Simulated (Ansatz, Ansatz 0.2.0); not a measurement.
# Lattice constants of AgIn₅Se₈ with PBEsol: a 4×4×2 mesh and the default cutoff suffice

## What was measured

The reference is the room-temperature cell of AgIn₅Se₈ from "Data-driven Exploration of Pressure-Induced Superconductivity in AgIn₅Se₈" (2019, arXiv:1902.09770). It was determined by single-crystal X-ray diffraction on crystals grown by melting and slow cooling. The cell is tetragonal, with a = b = 5.7733 ± 0.0015 Å and c = 11.584 ± 0.004 Å.

The diffraction structure from the Crystallography Open Database, used here as the starting point, is larger by about a third of a per cent along both axes. That is well outside the quoted uncertainties. A difference in composition or in the distribution of silver and indium over the cation sites could account for it, but this is a conjecture. The spread between the two cells matters more for a comparison with theory than the error bars of either one.

| compared with | measured | source's wording or label | T (K) | method |
| --- | --- | --- | --- | --- |
| a (Å) | 5.7733 ± 0.0015 | 5.7733 ± 0.0015 A | room temperature | single-crystal XRD |
| c (Å) | 11.584 ± 0.004 | 11.584 ± 0.004 A | room temperature | single-crystal XRD |

Conditions are those given with the value in the passage it was taken from; "not stated" means there, and the paper may say more elsewhere. The values are a selection: others may have been left out beforehand as unlike or outlying.

## Approach

The aim is to find the lightest cutoff and k mesh that give reliable lattice constants for this compound, and to see what heavier settings cost. The model is the ordered 14-atom cell in P-42m, with cell and atoms relaxed under that symmetry. AgIn₅Se₈ is a nonmagnetic semiconductor at ambient pressure, so the calculations are done without spin polarisation. Silver and indium may share sites in the real crystal, which an ordered cell can't represent.

PBEsol is the working level, as a semilocal functional made for the equilibrium geometry of solids at moderate cost. Two limits apply:

- **Against experiment:** a and c each within 1 %. This leaves room for the difference between the two diffraction cells and for thermal expansion, which typically makes a room-temperature cell of this kind a few tenths of a per cent longer than the static one computed here.
- **Between numerical settings:** a and c each within 0.2 % of the value at the heavier setting, so that the numerical error stays a small part of the first limit.

The k mesh is varied first at fixed cutoff, then the cutoff at fixed mesh. A different kind of pseudopotential and another functional then give the scale against which the numerical errors are to be judged.

Plain PBE isn't shown in this study.

System: AgIn5Se8, tetragonal P-42m; P-42m (No. 111), 14 atoms in the primitive cell; the database structure is a diffraction structure: a = 5.793 Å, c = 11.622 Å; structure from the Crystallography Open Database.

On the selection of runs and values: Further runs on this system are not shown.

## 1. Three k meshes at the default cutoff

The 6×6×4 mesh at 420 eV serves as the common reference point. A coarser 4×4×2 mesh and a denser 8×8×4 mesh are run with everything else unchanged. In a semiconductor with a cell of this size the total energy should converge quickly with the mesh, so I expect all three to agree within the 0.2 % limit, and the coarse mesh to be the obvious saving.

**Run 1.** Ansatz 0.2.0: PBEsol, cell and atoms relaxed from the database structure, PAW set soft_2, cutoff 420 eV (default), 6x6x4 k mesh, Gaussian smearing 0.01 eV.

Key lines of the input:
```
crystal:
  # lattice and atoms
kpoints:
  mp_grid: { grid: [6, 6, 4] }
hamiltonian:
  xc: pbesol
scf:
  occupations: { method: gaussian, width: 0.01 }
output:
  forces: true
  stress: true
relax:
  adjacent_minimum: "off"
  f_tol: 0.005
  max_steps: 60
  cell: { stress_tol: 0.03 }
```

Command:
```
ansatz run input.yaml --threads 8 --pin off --max-ram 16384MiB --backend cpu --events-out ev --progress --plain --runs-dir out
```

Selected lines of the output:
```
k-points: 30 of 144 (time reversal used)
relax step   7: F+E_penalty+E_count = -78549.38159455 eV  [...]  max|allowed force component| = 5.218e-4 eV/Å  [...]  P = -0.001 GPa  Ω = 389.411 Å³  [...]
    - [0.0, 0.0, 11.66436001270965]
```

Converged; 2.3 min on 8 cores of Arm Neoverse V2, shared host.

**Run 2.** Ansatz 0.2.0: PBEsol, cell and atoms relaxed from the database structure, PAW set soft_2, cutoff 420 eV (default), 4x4x2 k mesh, Gaussian smearing 0.01 eV.

Key lines of the input, as changed from run 1:
```diff
  kpoints:
-   mp_grid: { grid: [6, 6, 4] }
+   mp_grid: { grid: [4, 4, 2] }
```

Selected lines of the output:
```
Basis set: ecut = 420 eV, 7651 PW (Γ) [...]
k-points: 12 of 32
```

Converged; 50 s, same machine.

**Run 3.** Ansatz 0.2.0: PBEsol, cell and atoms relaxed from the database structure, PAW set soft_2, cutoff 420 eV (default), 8x8x4 k mesh, Gaussian smearing 0.01 eV.

Key lines of the input, as changed from run 1:
```diff
  kpoints:
-   mp_grid: { grid: [6, 6, 4] }
+   mp_grid: { grid: [8, 8, 4] }
```

Selected lines of the output:
```
k-points: 45 of 256 (time reversal used)
```

Converged; 3.8 min, same machine.

| quantity | run 1 | run 2 | run 3 | measured |
| --- | --- | --- | --- | --- |
| a (Å) | 5.7780 | 5.7781 | 5.7778 | 5.7733 ± 0.0015 |
| c (Å) | 11.664 | 11.672 | 11.664 | 11.584 ± 0.004 |
| conventional cell volume (Å³) | 389.41 | 389.67 | 389.39 |  |

The 4×4×2 mesh is sufficient for the lattice constants. Compared with 8×8×4 it changes a by less than 0.01 % and c by about 0.06 %, both inside the 0.2 % limit. It needs 12 k-points where the densest mesh needs 45, and its relaxation finished in under a minute. Going from 6×6×4 to 8×8×4 refines only the in-plane sampling and leaves c unchanged to the printed precision.

Against the measured cell, PBEsol at 420 eV is within 1 % on both axes, but the two errors are unequal: a is 0.08 % too long and c 0.7 % too long. The computed cell is therefore more elongated than the measured one, with c/a at 2.019 instead of 2.006. The database cell has nearly the measured ratio, so the choice between the two diffraction cells doesn't remove this difference. The k mesh doesn't explain it either, since the shifts in c between meshes are roughly a tenth of the deviation or less.

## 2. Cutoff below and above the default

The cutoff is now changed to 290 eV and to 590 eV on the 6×6×4 mesh, so that both runs compare directly with the one at 420 eV. The higher value tests whether the default is good enough to recommend, and the lower one whether there is anything left to save. I expect the default to hold within 0.2 % and 290 eV to fail, because an incomplete plane-wave basis distorts the stress that drives the cell relaxation.

**Run 4.** Ansatz 0.2.0: PBEsol, cell and atoms relaxed from the database structure, PAW set soft_2, cutoff 290 eV, 6x6x4 k mesh, Gaussian smearing 0.01 eV.

Key lines of the input, as changed from run 1:
```diff
+ basis:
+   ecutwfc: 290.0
```

Selected lines of the output:
```
Basis set: ecut = 290 eV, 4317 PW (Γ) [...]
relax step  13: F+E_penalty+E_count = -78548.15851920 eV  [...]  max|allowed force component| = 1.197e-4 eV/Å  [...]  P = -0.001 GPa  Ω = 389.790 Å³  [...]
```

Converged; 2.7 min, same machine. Warnings: cutoff_below_recommended (in short: A typed cutoff is below a recommended value, from the records, the datasets' recipe or DFPT's needs, possibly lowering the density cutoff; compare with a higher-cutoff run).

**Run 5.** Ansatz 0.2.0: PBEsol, cell and atoms relaxed from the database structure, PAW set soft_2, cutoff 590 eV, 6x6x4 k mesh, Gaussian smearing 0.01 eV.

Key lines of the input, as changed from run 1:
```diff
+ basis:
+   ecutwfc: 590.0
```

Selected lines of the output:
```
Basis set: ecut = 590 eV, 12707 PW (Γ) [...]
relax step   7: F+E_penalty+E_count = -78549.39600528 eV  [...]  max|allowed force component| = 5.243e-4 eV/Å  [...]  P = -0.001 GPa  Ω = 389.384 Å³  [...]
    - [0.0, 0.0, 11.66413133168107]
```

Converged; 4.3 min, same machine.

| quantity | run 4 | run 5 | measured |
| --- | --- | --- | --- |
| a (Å) | 5.7816 | 5.7778 | 5.7733 ± 0.0015 |
| c (Å) | 11.661 | 11.664 | 11.584 ± 0.004 |
| conventional cell volume (Å³) | 389.79 | 389.38 |  |

The default cutoff holds: going from 420 to 590 eV moves a and c by only about 0.0002 Å each and takes 4.3 instead of 2.3 minutes.

I had expected 290 eV to fail, but it also stays within the 0.2 % limit. Relative to 590 eV, a is 0.07 % longer and c 0.03 % shorter. The program warns that this cutoff is below a recommended value and advises comparison with a higher one; for the lattice constants, the run at 590 eV provides that comparison. The total energy is still more than 1 eV higher than at 420 eV, so the good cell says nothing about other quantities.

The low cutoff doesn't save time either. Its relaxation went on to step 13, against step 7 at the default, and took 2.7 minutes. The smaller basis made each step lighter, but the longer path used up the gain. I would therefore keep 420 eV and save on the k mesh instead.

## 3. PBEsol with norm-conserving pseudopotentials

Neither mesh nor cutoff accounts for the 0.7 % excess in c. Before it is put down to the functional or to the ordered model, the potentials need a check. The same PBEsol relaxation is therefore repeated on the 6×6×4 mesh with PseudoDojo norm-conserving pseudopotentials at their much higher default cutoff. I expect both axes to agree with the PAW result to within a few tenths of a per cent, with c still too long, at a clearly higher cost.

**Run 6.** Ansatz 0.2.0: PBEsol, PseudoDojo norm-conserving pseudopotentials, cell and atoms relaxed from the database structure, cutoff 1170 eV (default), 6x6x4 k mesh, Gaussian smearing 0.01 eV.

Key lines of the input, as changed from run 1:
```diff
  hamiltonian:
+   pseudopotentials: { kind: nc, accuracy: standard }
```

Selected lines of the output:
```
Basis set: ecut = 1170.089609 eV, 35397 PW (Γ) [...]
relax step   7: F+E_penalty+E_count = -39606.04429335 eV  [...]  max|allowed force component| = 5.186e-4 eV/Å  [...]  P = -0.000 GPa  Ω = 389.992 Å³  [...]
```

Converged; 12 min, same machine.

| quantity | run 6 | measured | deviation |
| --- | --- | --- | --- |
| a (Å) | 5.7817 | 5.7733 ± 0.0015 | +0.0084 (+0.1 %) |
| c (Å) | 11.666 | 11.584 ± 0.004 | +0.082 (+0.7 %) |
| conventional cell volume (Å³) | 389.99 |  |  |

The norm-conserving potentials lengthen a by 0.07 % and c by 0.02 % relative to the PAW run on the same mesh. The excess of 0.7 % in c remains, so the PAW set isn't its source. The check took 12 minutes instead of 2.3, which is worth paying once for a new compound but not for routine relaxations.

## 4. LDA and r2SCAN for scale

What remains is to set these numerical shifts against the effect of the functional. LDA and r2SCAN are run on the 6×6×4 mesh with the same PAW set, r2SCAN at its higher default cutoff of 500 eV. I expect LDA to give a smaller cell than PBEsol and r2SCAN a somewhat larger one. The ratio c/a is of interest as well: if it stays too high with both, the excess in c is less likely to be peculiar to PBEsol, and the ordered cation model becomes a more plausible cause.

**Run 7.** Ansatz 0.2.0: LDA, cell and atoms relaxed from the database structure, PAW set soft_2, cutoff 420 eV (default), 6x6x4 k mesh, Gaussian smearing 0.01 eV.

Key lines of the input, as changed from run 1:
```diff
  hamiltonian:
-   xc: pbesol
+   xc: lda
```

Converged; 1.9 min, same machine.

**Run 8.** Ansatz 0.2.0: r2SCAN, cell and atoms relaxed from the database structure, PAW set soft_2, cutoff 500 eV (default), 6x6x4 k mesh, Gaussian smearing 0.01 eV.

Key lines of the input, as changed from run 1:
```diff
  hamiltonian:
-   xc: pbesol
+   xc: r2scan
```

Selected lines of the output:
```
Basis set: ecut = 500 eV, 10359 PW (Γ) [...]
```

Converged; 5.6 min on 8 cores of Arm Neoverse V1, shared host.

| quantity | run 7 | run 8 | measured |
| --- | --- | --- | --- |
| a (Å) | 5.7091 | 5.8372 | 5.7733 ± 0.0015 |
| c (Å) | 11.457 | 11.954 | 11.584 ± 0.004 |
| conventional cell volume (Å³) | 373.42 | 407.31 |  |

The order of the cells is as I expected, LDA smallest and r2SCAN largest, but the shape doesn't behave as supposed. LDA is 1.1 % too short on both axes, a narrow miss on each, and its c/a of 2.007 is very close to the measured 2.006. r2SCAN is 1.1 % too long in a and 3.2 % too long in c, which raises c/a to 2.048. Its miss in a would become a pass against the larger database cell; its miss in c is clear against either.

The excess elongation is therefore not common to all three functionals, and these runs give no support for blaming the ordered cation model. Nor do they clear it, since all of them use the same ordering. What they do show is that c responds more strongly to the functional than a does. Weak attraction across the vacancy-containing regions, which semilocal functionals describe poorly, could be the reason, but that is a conjecture.

From LDA to r2SCAN, a changes by 0.128 Å and c by 0.497 Å. The r2SCAN run also uses a higher cutoff, but the PBEsol test between 420 and 590 eV gave shifts of only about 0.0002 Å, so the cutoff is unlikely to matter on this scale.

## All runs against the measurement

| run | settings | a (Å) | deviation | c (Å) | deviation | cost |
| --- | --- | --- | --- | --- | --- | --- |
| 1 | PBEsol, PAW set soft_2, cutoff 420 eV (default), 6x6x4 k mesh | 5.7780 | +0.0047 (+0.1 %) | 11.664 | +0.080 (+0.7 %) | 18 core-min |
| 2 | PBEsol, PAW set soft_2, cutoff 420 eV (default), 4x4x2 k mesh | 5.7781 | +0.0048 (+0.1 %) | 11.672 | +0.088 (+0.8 %) | 6.7 core-min |
| 3 | PBEsol, PAW set soft_2, cutoff 420 eV (default), 8x8x4 k mesh | 5.7778 | +0.0045 (+0.1 %) | 11.664 | +0.080 (+0.7 %) | 30 core-min |
| 4 | PBEsol, PAW set soft_2, cutoff 290 eV, 6x6x4 k mesh | 5.7816 | +0.0083 (+0.1 %) | 11.661 | +0.077 (+0.7 %) | 21 core-min |
| 5 | PBEsol, PAW set soft_2, cutoff 590 eV, 6x6x4 k mesh | 5.7778 | +0.0045 (+0.1 %) | 11.664 | +0.080 (+0.7 %) | 34 core-min |
| 6 | PBEsol, PseudoDojo norm-conserving pseudopotentials, cutoff 1170 eV (default), 6x6x4 k mesh | 5.7817 | +0.0084 (+0.1 %) | 11.666 | +0.082 (+0.7 %) | 1.6 core-h |
| 7 | LDA, PAW set soft_2, cutoff 420 eV (default), 6x6x4 k mesh | 5.7091 | −0.0642 (−1.1 %) | 11.457 | −0.127 (−1.1 %) | 16 core-min |
| 8 | r2SCAN, PAW set soft_2, cutoff 500 eV (default), 6x6x4 k mesh | 5.8372 | +0.0639 (+1.1 %) | 11.954 | +0.370 (+3.2 %) | 44 core-min |
|  | measured | 5.7733 ± 0.0015 |  | 11.584 ± 0.004 |  |  |

Further runs on the same system, made beside this series (convergence steps with loose settings among them):

| further | settings | a (Å) | deviation | c (Å) | deviation | cost |
| --- | --- | --- | --- | --- | --- | --- |
| F1 | r2SCAN+rVV10, PAW set soft_2, cutoff 500 eV (default), 6x6x4 k mesh | 5.7982 | +0.0249 (+0.4 %) | 11.763 | +0.179 (+1.5 %) | 53 core-min |
| F2 | PBEsol+D3(BJ), PAW set soft_2, cutoff 420 eV (default), 6x6x4 k mesh | 5.6943 | −0.0790 (−1.4 %) | 11.381 | −0.203 (−1.8 %) | 17 core-min |
| F3 | BLYP, PAW set soft_2, cutoff 420 eV (default), 6x6x4 k mesh | 6.0521 | +0.2788 (+4.8 %) | 12.535 | +0.951 (+8.2 %) | 21 core-min |
| F4 | BLYP+D3(BJ), PAW set soft_2, cutoff 420 eV (default), 6x6x4 k mesh | 5.8092 | +0.0359 (+0.6 %) | 11.603 | +0.019 (+0.2 %) | 17 core-min |
| F5 | r2SCAN, PAW set soft_2, cutoff 500 eV (default), 4x4x2 k mesh | 5.8372 | +0.0639 (+1.1 %) | 11.957 | +0.373 (+3.2 %) | 16 core-min |
|  | measured | 5.7733 ± 0.0015 |  | 11.584 ± 0.004 |  |  |

## Conclusion

**Recommended settings:** PBEsol with the soft_2 PAW set, 420 eV and a 4×4×2 mesh. This meets the 1 % target on both axes, with a 0.1 % and c 0.8 % too long, for 6.7 core-minutes. The computed cell is static, however. Thermal expansion of a few tenths of a per cent would lengthen it further and could use up the remaining margin in c.

**Numerical error:** The coarse mesh costs about 0.06 % in c, and r2SCAN tolerates it equally well. Raising the cutoff to 590 eV gains practically nothing. Lowering it to 290 eV saves no time, and the cell from that run can be trusted only because the one at 590 eV confirms it. Norm-conserving potentials shift a and c by less than 0.1 % each, so the choice of potentials doesn't explain the excess in c.

**Error of the theory:** The functional matters far more. LDA narrowly misses on both axes, while r2SCAN is 3.2 % too long in c. Adding rVV10 to r2SCAN halves that error, and D3(BJ) also shortens c more than a, with both PBEsol and BLYP. This supports the suspicion that missing dispersion lengthens c most. PBEsol+D3(BJ) nevertheless ends up too short on both axes, so the success of plain PBEsol probably rests partly on a cancellation. BLYP+D3(BJ) also meets the target, but only through a large correction to a much too long BLYP cell.

**Left open:** Silver and indium may share sites in the real crystal, and the ordered model can't show what that does to the cell. Composition or site disorder might also explain why the database cell is larger than the reference. Against that cell, PBEsol's excess in c would be only about 0.4 %.

[Logs are printed without paths, hosts, clocks, repeated set-up lines and the standing remarks that a program may print on its own settings, such as how far it seeks lower states.]

[The runs shown are a pick from a larger set of finished runs; failed, doubtful and other runs were left out of it ahead of writing. So were measured values far from every level or from commonly accepted values, and agreement can look better than it is. Lines of input and output are excerpts and may be shortened.]
